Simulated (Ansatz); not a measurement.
Runs of Ansatz 0.2.0 on CaO. Symmetry: Fm-3m, No. 225, cubic system. Conventional cell: a = 4.807 Å, b = 4.807 Å, c = 4.807 Å, α = 90.00°, β = 90.00°, γ = 90.00°. Ca (site symmetry m-3m) is surrounded by 6 O at 2.40 Å. O (site symmetry m-3m) is surrounded by 6 Ca at 2.40 Å. The cell is a database's computed one.

| task | level | cell | cutoff (eV) | smearing | gap on the mesh (eV) | pressure (GPa) |
| --- | --- | --- | --- | --- | --- | --- |
| single point | PBE | as given | 246 | gaussian 0.013 eV | 3.65 | 1.6 |
| relaxation of cell and atoms | BLYP | relaxed | - | fermi-dirac 0.05 eV | 3.75 | 0.0 |
| single point | PBEsol | as given | 246 | gaussian 0.05 eV | (a) | -2.7 |
| band structure | BLYP | as given | 245 | fermi-dirac 0.05 eV | 3.75 | 4.3 |
| single point | PBE | as given | 246 | gaussian 0.05 eV | 3.65 | 1.6 |

Alike in all rows: potentials or basis all-electron LAPW, scalar-relativistic; no spin polarisation; k mesh 10 × 10 × 10; basis error allowed 0.001 eV/atom.

Estimate the missing entries.

(a) 3.55.

A k mesh can miss the band edges.
